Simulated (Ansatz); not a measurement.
The system is Pb.

```
Pb
1.0
     3.03861   -1.75032    0.00000
     3.03861    1.75032    0.00000
    -2.11546    0.00000    6.09522
Pb
2
Direct
  0.90851 0.90851 0.72629
  0.09149 0.09149 0.27371
```

```yaml
Program: Ansatz 0.2.0
Task: relaxation of cell and atoms
Functional: PBEsol
Dispersion: D3(BJ)
Potentials_or_basis: Ansatz PAW
Cutoff: "420 eV (not typed: the program's choice for these potentials)"
k_mesh: 9 × 9 × 5
Occupations: fermi-dirac, width 0.05 eV
Spin: no spin polarisation
```

At the start: volume 32.42 Å³/atom.

Task: How do energy, volume and symmetry change on relaxing?

Result: It ends after 17 steps and the volume is 28.56 Å³/atom (-11.9 %); space group C2/m (No. 12, to 0.05 Å).

Step by step:
| step | energy change (eV) | largest force (eV/Å) | volume (Å³) |
| --- | --- | --- | --- |
| 1 | 0.0000 | 0.1349 | 64.84 |
| 2 | -0.0763 | 0.0935 | 58.38 |
| 3 | -0.0800 | 0.0252 | 59.09 |
| 4 | -0.0873 | 0.0267 | 59.07 |
| 5 | -0.1200 | 0.0723 | 58.78 |
| 6 | -0.1846 | 0.2171 | 57.78 |
| 7 | -0.2295 | 0.0885 | 56.25 |
| 8 | -0.2387 | 0.0077 | 57.15 |
| 9 | -0.2460 | 0.0745 | 57.20 |
| 10 | -0.2471 | 0.0017 | 57.21 |
| 11 | -0.2476 | 0.0004 | 57.08 |
| 12 | -0.2478 | 0.0008 | 57.15 |
| 13 | -0.2479 | 0.0001 | 57.07 |
| 14 | -0.2479 | 0.0000 | 57.11 |
| 15 | -0.2483 | 0.0000 | 57.11 |
| 16 | -0.2483 | 0.0000 | 57.13 |
| 17 | -0.2483 | 0.0000 | 57.13 |

Final structure:
```xyz
2
Lattice="2.9538 -1.7195 -0.5261 2.9538 1.7195 -0.5261 -3.1118 0.0000 6.1783" Properties=species:S:1:pos:R:3 pbc="T T T"
Pb    3.5737    0.0000    3.5815
Pb   -0.7779    0.0000    1.5446
```

Caveat: the plane-wave basis is chosen anew once the cell has moved, so the energies of steps on either side of that aren't comparable; pairwise dispersion overbinds metals, which lowers pressure and volume; the PAW data sets come from PBE, with cores solved anew for the run's functional, which leaves a small shift of forces and pressure.
